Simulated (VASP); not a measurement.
# PbSe (Clausthalite) (Fm-3m) in VASP: a series of runs, part 2 of 2

VASP 6.6.1. Earlier steps stand in the parts before.

## (4) Single point, RPBE+D3(BJ)

This run uses another cell than the first one, of 28.67 Å³/atom, 1.042 times its volume.

INCAR

```
PREC = Accurate
ENCUT = 520
EDIFF = 1E-6
ISMEAR = -1
SIGMA = 0.05
LREAL = False
LASPH = True
NELM = 80
ALGO = Normal
ISIF = 2
LWAVE = False
LCHARG = False
GGA = RP
IVDW = 12
NBANDS = 17
```

KPOINTS

```
regular mesh
0
Gamma
  8 8 8
```

POSCAR

```
PbSe
1.0
    0.0000000000      3.0606500000      3.0606500000
    3.0606500000      0.0000000000      3.0606500000
    3.0606500000      3.0606500000      0.0000000000
Pb Se
1 1
Direct
    0.0000000000      0.0000000000      0.0000000000
    0.5000000000      0.5000000000      0.5000000000
```

Potentials or basis: VASP PAW PBE potentials, release 64 (Pb_d, Se).

On the command line:

```console
$ cat potpaw_PBE.64/Pb_d/POTCAR potpaw_PBE.64/Se/POTCAR > POTCAR
$ mpirun -np 1 vasp_std > vasp.out
```

OUTCAR:

```text
PREC = Accurate
   ENCUT = 520
   EDIFF = 1E-6
   ISMEAR = -1
   LREAL = False
   LASPH = True
   NELM = 80
   ISIF = 2
   GGA = RP
   IVDW = 12
 IVDW          = 12

 ion  position               nearest neighbor table
   1  0.000  0.000  0.000-   2 3.06   2 3.06   2 3.06   2 3.06   2 3.06   2 3.06
   2  0.500  0.500  0.500-   1 3.06   1 3.06   1 3.06   1 3.06   1 3.06   1 3.06

  LATTYP: Found a face centered cubic cell.
 ALAT       =     6.1213000000

  Lattice vectors:

 A1 = (   0.0000000000,   3.0606500000,   3.0606500000)
 A2 = (   3.0606500000,   0.0000000000,   3.0606500000)
 A3 = (   3.0606500000,   3.0606500000,   0.0000000000)

Analysis of symmetry for initial positions (statically):
=====================================================================
 Subroutine PRICEL returns:
 Original cell was already a primitive cell.

 Routine SETGRP: Setting up the symmetry group for a
 face centered cubic supercell.

 Subroutine GETGRP returns: Found 48 space group operations
 (whereof 48 operations were pure point group operations)
 out of a pool of 48 trial point group operations.

The static configuration has the point symmetry O_h .

Analysis of symmetry for dynamics (positions and initial velocities):
=====================================================================
 Subroutine PRICEL returns:
 Original cell was already a primitive cell.

 Routine SETGRP: Setting up the symmetry group for a
 face centered cubic supercell.

 Subroutine GETGRP returns: Found 48 space group operations
 (whereof 48 operations were pure point group operations)
 out of a pool of 48 trial point group operations.

The dynamic configuration has the point symmetry O_h .

 Subroutine INISYM returns: Found 48 space group operations
 (whereof 48 operations are pure point group operations),
[... 110 lines left out ...]
   EFERMI =   0.00;   METHOD = LEGACY
   ISMEAR =    -1;   SIGMA  =   0.05  broadening in eV -4-tet -1-fermi 0-gaus
   EFERMI_NEDOS =   21; number of points for ismear=-14 and -15
   IALGO  =     38    algorithm
   IMIX   =      4    mixing-type and parameters
     AMIX     =   0.40;   BMIX     =  1.00
     AMIX_MAG =   1.60;   BMIX_MAG =  1.00
  volume/ion in A,a.u.               =      28.67       193.48
  Fermi-wavevector in a.u.,A,eV,Ry     =   1.152377  2.177676 18.068159  1.327972
  Thomas-Fermi vector in A             =   2.289028
   LORBIT       =      0    0 simple, 1 ext, 2 COOP (PROOUT), +10 PAW based schemes
   GGA     = RP    functional components
   LHFCALC =     F    Hartree Fock is set to
   AEXX    =    0.0000 exact exchange contribution
   IVDW    =    12    specifies the selected vdW correction
   LEPSILON=     F    determine dielectric tensor
   LRPA    =     F    only Hartree local field effects (RPA)
 non-spin polarized calculation
  energy-cutoff  :      520.00
  volume of cell :       57.34
 maximum number of plane-waves:      1572
   NGX = 17   NGY = 17   NGZ = 17

 number of electron      20.0000000 magnetization

 Free energy of the ion-electron system (eV)
  ---------------------------------------------------
  ext. energy  EPLUGINS =         0.00000000
  ---------------------------------------------------
  free energy    TOTEN  =        -7.46351095 eV

  energy without entropy =       -7.46334137  energy(sigma->0) =       -7.46342616

 E-fermi :   5.3849     XC(G=0):  -9.3809

 val. band max:        5.1967631405   @ k =   0.5000   0.0000   0.0000
 cond. band min:       5.5729910369   @ k =   0.5000   0.0000   0.0000
 fundamental gap:      0.3762278964
 Fermi energy:         5.3848999901

 k-point     1 :       0.0000    0.0000    0.0000
  band No.  band energies     occupation
      1     -11.7172      2.00000
      2     -11.7172      2.00000
      3     -11.7172      2.00000
      4     -11.7090      2.00000
      5     -11.7090      2.00000
      6      -8.3773      2.00000
[... 457 lines left out ...]
      4     -11.6967      2.00000
      5     -11.6819      2.00000
      6      -7.1207      2.00000
[... 9 lines left out ...]
     16      16.0516      0.00000
     17      16.1870      0.00000

 [... further k-points ...]

------------------------ aborting loop because EDIFF is reached ----------------------------------------

 Edisp (eV)   -3.46653

 E8    (eV) :    -2.3132

  FORCE on cell =-STRESS in cart. coord.  units (eV):
  Direction    XX          YY          ZZ          XY          YZ          ZX
  --------------------------------------------------------------------------------------
  -------------------------------------------------------------------------------------
  Total      -3.70020    -3.70020    -3.70020    -0.00000    -0.00000    -0.00000
  in kB    -103.38666  -103.38666  -103.38666    -0.00000    -0.00000    -0.00000
  external pressure =     -103.39 kB  Pullay stress =        0.00 kB

 VOLUME and BASIS-vectors are now :
 -----------------------------------------------------------------------------
  energy-cutoff  :      520.00
  volume of cell :       57.34
      direct lattice vectors                 reciprocal lattice vectors
     0.000000000  3.060650000  3.060650000    -0.163363991  0.163363991  0.163363991
     3.060650000  0.000000000  3.060650000     0.163363991 -0.163363991  0.163363991
     3.060650000  3.060650000  0.000000000     0.163363991  0.163363991 -0.163363991

 POSITION                                       TOTAL-FORCE (eV/Angst)
 -----------------------------------------------------------------------------------
      0.00000      0.00000      0.00000         0.000000      0.000000      0.000000
      3.06065      3.06065      3.06065         0.000000     -0.000000     -0.000000
 -----------------------------------------------------------------------------------
    total drift:                                0.000000     -0.000000     -0.000000

  FREE ENERGIE OF THE ION-ELECTRON SYSTEM (eV)
  ---------------------------------------------------
  free  energy   TOTEN  =       -10.9300373658 eV

  energy  without entropy=      -10.9298677803  energy(sigma->0) =      -10.92995257
```

OSZICAR:

```text
N       E                     dE             d eps       ncg     rms          rms(c)
DAV:   1     0.160173524105E+03    0.16017E+03   -0.95401E+03   986   0.119E+03
DAV:   2     0.389933221472E+01   -0.15627E+03   -0.15041E+03  1062   0.312E+02
DAV:   3    -0.746053342671E+01   -0.11360E+02   -0.11289E+02  1244   0.892E+01
DAV:   4    -0.772962296528E+01   -0.26909E+00   -0.26895E+00  1272   0.155E+01
DAV:   5    -0.773852752570E+01   -0.89046E-02   -0.89043E-02  1376   0.270E+00    0.291E+00
DAV:   6    -0.745875041341E+01    0.27978E+00   -0.67561E-01  1506   0.552E+00    0.171E+00
DAV:   7    -0.745684782691E+01    0.19026E-02   -0.13182E-01  1180   0.176E+00    0.922E-01
DAV:   8    -0.746366714039E+01   -0.68193E-02   -0.17141E-02  1153   0.140E+00    0.171E-01
DAV:   9    -0.746333750728E+01    0.32963E-03   -0.30978E-03  1500   0.580E-01    0.556E-02
DAV:  10    -0.746347833838E+01   -0.14083E-03   -0.41567E-04  1101   0.115E-01    0.219E-02
DAV:  11    -0.746351070551E+01   -0.32367E-04   -0.15512E-04  1250   0.119E-01    0.138E-02
DAV:  12    -0.746351095391E+01   -0.24839E-06   -0.78073E-06  1186   0.164E-02
   1 F= -.10930037E+02 E0= -.10929953E+02  d E =-.169586E-03
```

stdout:

```text
POSCAR found type information on POSCAR PbSe
 POSCAR found :  2 types and       2 ions
 scaLAPACK will be used
 -----------------------------------------------------------------------------
|                                                                             |
|                                                                             |
|     You enforced a specific xc type in the INCAR file but a different       |
|     I HOPE YOU KNOW WHAT YOU ARE DOING!                                     |
|                                                                             |
 -----------------------------------------------------------------------------

 LDA part: xc-table for (Slater+PW92), standard interpolation
 POSCAR, INCAR and KPOINTS ok, starting setup
 FFT: planning ... GRIDC
 FFT: planning ... GRID_SOFT
 FFT: planning ... GRID
 WAVECAR not read
 entering main loop
```

Wall time 21 s (1 thread of Intel Xeon 6975P-C, shared host); peak memory 0.2 GiB.

What came out:

* Free energy: -10.9300 eV
* Pressure: -10.3 GPa
* Band gap on the k mesh: 0.38 eV, direct
* Dispersion energy per atom: -1.733 eV

Levels at points of the mesh, in eV from the valence-band top:
| k point | band 6 | band 7 | band 8 | band 9 | band 10 | band 11 | band 12 | band 13 | band 14 | band 15 |
| --- | --- | --- | --- | --- | --- | --- | --- | --- | --- | --- |
| (0.00, 0.00, 0.00) | -13.57 | -6.26 | -1.89 | -1.89 | -1.89 | 4.76 | 4.76 | 4.76 | 6.55 | 6.55 |
| (0.50, 0.00, 0.00) | -12.51 | -8.78 | -1.49 | -1.49 | 0.00 | 0.38 | 1.74 | 1.74 | 8.67 | 10.15 |
| (0.50, 0.50, 0.00) | -12.14 | -7.36 | -4.96 | -3.23 | -3.23 | 3.77 | 5.65 | 5.65 | 6.10 | 11.26 |

Caveat: the PAW data sets were made with another functional, which shifts forces and pressure a little; spin-orbit coupling is left out, which moves the levels of the heavy elements.

## (5) Single point, revPBE+D4

This run uses another cell than the first one, of 28.67 Å³/atom, 1.042 times its volume.

INCAR

```
SYSTEM = PbSe
ALGO     = Normal         ! electronic algorithm
EDIFF    = 1E-7           ! SCF threshold, eV
ENCUT    = 520            ! plane-wave cutoff, eV
GGA      = RE             ! functional
ISIF     = 2              ! what is computed and relaxed
ISMEAR   = -1             ! smearing method
IVDW     = 13             ! dispersion correction
LASPH    = .True.         ! aspherical terms in the spheres
LCHARG   = .True.         ! write CHGCAR
LELF     = .True.         ! ELF
LREAL    = .False.        ! projectors in reciprocal space
LVHAR    = .True.       
LWAVE    = .False.        ! write WAVECAR
NBANDS   = 17             ! bands
NELM     = 60             ! most SCF steps
PREC     = Accurate       ! precision mode
SIGMA    = 0.05           ! smearing width, eV
```

KPOINTS

```
k-points
0
Gamma
  8 8 8
  0 0 0
```

POSCAR is that of step 4.

On the command line:

```console
$ cat potpaw_PBE.64/Pb_d/POTCAR potpaw_PBE.64/Se/POTCAR > POTCAR
$ mpirun -np 1 vasp_std > vasp.out
```

It took 28 s on 1 thread of Intel Xeon 6975P-C, shared host; peak memory 0.19 GiB.

Results (log left out):

```
Free energy                : -8.7947 eV
Pressure                   : 0.3 GPa
Band gap on the k mesh     : 0.35 eV, direct
Dispersion energy per atom : -0.618 eV
```

Levels at points of the mesh, in eV from the valence-band top:
```tsv
k point	band 7	band 8	band 9	band 10	band 11	band 12	band 13	band 14
(0.00, 0.00, 0.00)	-6.27	-1.89	-1.89	-1.89	4.75	4.75	4.75	6.54
(0.50, 0.00, 0.00)	-8.79	-1.48	-1.48	0.00	0.35	1.73	1.73	8.64
(0.50, 0.50, 0.00)	-7.36	-4.97	-3.23	-3.23	3.75	5.64	5.64	6.09
```

Caveat: the PAW data sets were made with another functional, which shifts forces and pressure a little; spin-orbit coupling is left out, which moves the levels of the heavy elements.

## (6) Overview

```tsv
level	cell	gap on the mesh (eV)	pressure (GPa)
revPBE+D4	a = 4.270 Å, angles 60.0°, 2 atoms	0.20	2.6
revPBE+D4	a = 4.299 Å, angles 60.0°, 2 atoms	0.28	1.4
RPBE+D3(BJ)	a = 4.328 Å, angles 60.0°, 2 atoms	0.38	-10.3
revPBE+D4	a = 4.328 Å, angles 60.0°, 2 atoms	0.35	0.3
```

Alike in all rows: task single point; potentials or basis VASP PAW PBE potentials, release 64 (Pb_d, Se); no spin polarisation; k mesh 8 × 8 × 8; cutoff (eV) 520; smearing fermi-dirac 0.05 eV.

Caveats: the PAW data sets were made with another functional, which shifts forces and pressure a little; spin-orbit coupling is left out, which moves the levels of the heavy elements.

Absolute energies hang on the potentials; compare differences alone.

## (7) Against experiment

Step 2. A measured gap of PbSe is 0.28 eV (direct; 300 K; a printed reference work, monograph); the calculated 0.20 eV misses it by -0.08 eV. 2 values of this kind are on record (0.15 to 0.28 eV); this one was drawn at random. Spin-orbit coupling on Pb, Se is left out. The value is that of revPBE+D4 on a finite k mesh, which can miss the band edges, without temperature or zero-point motion. Semilocal functionals fall short of measured gaps as a rule.

Step 3. A measured gap of PbSe is 0.28 eV (direct; 300 K; a printed reference work, monograph); the calculated 0.28 eV misses it by 0.00 eV. 2 values of this kind are on record (0.15 to 0.28 eV); this one was drawn at random. Spin-orbit coupling on Pb, Se is left out. The value is that of revPBE+D4 on a finite k mesh, which can miss the band edges, without temperature or zero-point motion. Semilocal functionals fall short of measured gaps as a rule.

Step 5. Measured gap of PbSe: 0.15 eV (direct; 4.2 K; a printed reference work, monograph). This calculation gives 0.35 eV (+0.20 eV). 2 values of this kind are on record (0.15 to 0.28 eV); this one was drawn at random. Spin-orbit coupling on Pb, Se is left out. The value is that of revPBE+D4 on a finite k mesh, which can miss the band edges, without temperature or zero-point motion.
